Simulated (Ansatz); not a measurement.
A plane-wave DFT run in Ansatz 0.2.0 (scalar-relativistic PAW potentials unless the input names others): input and command.

```yaml
crystal:
  lattice:
    - [3.3179375931, 0.0, 0.0]
    - [-1.6589687966, 2.8734182438, 0.0]
    - [0.0, 0.0, 16.65814242]
  atoms:
    - { symbol: W, position: [0.0, 0.0, 0.0] }
    - { symbol: Se, position: [0.3711512374, 0.6943512939, 0.09978652] }
    - { symbol: Se, position: [0.2955154293, 0.6389820395, 0.90021348] }
basis:
  ecutwfc: 420
kpoints:
  mp_grid: { grid: [12, 12, 2] }
hamiltonian:
  xc: lda
  hubbard: { sites: [{ species: Se, l: f, u_eff: 4.0 }] }
scf:
  occupations: { method: gaussian, width: 0.05 }
  max_iter: 80
output:
  forces: true
  eigenvalues: true
  stress: true
```

```bash
ansatz run input.yaml --threads 2 --pin off --max-ram 5120MiB --backend cpu --events-out ev --progress --plain --runs-dir out
```

**Question.** Will this input run?

**Answer.** The program refuses it, because of a U on a shell that isn't there (hamiltonian.hubbard: not typed → {"sites": [{"species": "Se", "l": "f", "u_eff": 4.0}]}). Without that key it is accepted.

Abridged log:
```
Error: inconsistent input (hamiltonian.hubbard.sites[].l, hamiltonian.hubbard.sites[].shell): the file of Se doesn't list 4f, and it can't be added: PBE doesn't bind the shell 4f of the free atom, whose level lies at +1.12 eV. Type an atom or ion with it (hamiltonian.pseudopotentials.projection_atoms), take another file or name another shell
```